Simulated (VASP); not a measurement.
# GaN: G0W0 on PBE, by volume over the given one and cell

GaN, P6_3mc (no. 186), 4 atoms in the cell. PBE, GW; PAW potentials Ga_d_GW, N_GW (PBE set).

| Volume over the given one | Cell | Quasiparticle gap on the mesh (eV) | Gap of the starting point on the mesh (eV) | Quasiparticle gap at the zone centre (eV) | Starting gap at the zone centre (eV) | Correction of the gap between the band edges on the mesh (eV) | Time (s) |
|---|---|---|---|---|---|---|---|
| 0.94 | scale = 0.94 | 3.57 | 2.36 | 3.57 | 2.36 | 1.21 | 51 |
| 0.97 | scale = 0.97 | 3.29 | 2.15 | 3.29 | 2.15 | 1.14 | 48 |
| 1 | as given | 3.02 | 1.94 | 3.02 | 1.94 | 1.08 | 47 |
| 1.03 | scale = 1.03 | 2.75 | 1.74 | 2.75 | 1.74 | 1.01 | 51 |

Limits: the mesh is coarse: neither the gap nor the screening is converged.

## Input of the first row

INCAR.step1:
```
SYSTEM = GaN
ALGO = Normal
EDIFF = 1E-8
ENCUT = 500
GGA = PE
ISMEAR = 0
KPAR = 2
LASPH = .True.
LCHARG = .False.
LREAL = .False.
LWAVE = .True.
NELM = 150
PREC = Accurate
SIGMA = 0.05
```

INCAR.step2, as INCAR.step1 but for:
```
- ALGO = Normal
- NELM = 150
+ ALGO = Exact
+ ISTART = 1
+ LOPTICS = .True.
+ NBANDS = 212
+ NELM = 1
```

INCAR.step3:
```
SYSTEM = GaN
ALGO = EVGW0
ENCUT = 500
ENCUTGW = 160
GGA = PE
ISMEAR = 0
ISTART = 1
KPAR = 2
LASPH = .True.
LCHARG = .False.
LREAL = .False.
LWAVE = .False.
NBANDS = 212
NBANDSGW = 22
NELMGW = 1
NOMEGA = 48
PREC = Accurate
PRECFOCK = Fast
SIGMA = 0.05
```

KPOINTS:
```
k-points
0
Gamma
  3 3 2
```

POSCAR:
```
GaN
1.0
    3.1150838257      0.0000000000      0.0000000000
   -1.5575419129      2.6977417280      0.0000000000
    0.0000000000      0.0000000000      5.0605418376
Ga N
2 2
Direct
    0.6666666667      0.3333333333      0.5000000000
    0.3333333333      0.6666666667      0.0000000000
    0.6666666667      0.3333333333      0.8750000000
    0.3333333333      0.6666666667      0.3750000000
```

Commands (each step's output is kept before the next begins):
```
cat potpaw_PBE.64/Ga_d_GW/POTCAR potpaw_PBE.64/N_GW/POTCAR > POTCAR
cp INCAR.step1 INCAR
mpirun -np 4 vasp_std > vasp.out
cp INCAR.step2 INCAR
mpirun -np 4 vasp_std > vasp.out
cp INCAR.step3 INCAR
mpirun -np 4 vasp_std > vasp.out
```

VASP 6.6.1 took 51 s on 4 cores (Intel Xeon Platinum 8259CL @ 2.50GHz (Skylake/Cascade Lake)), a shared host.
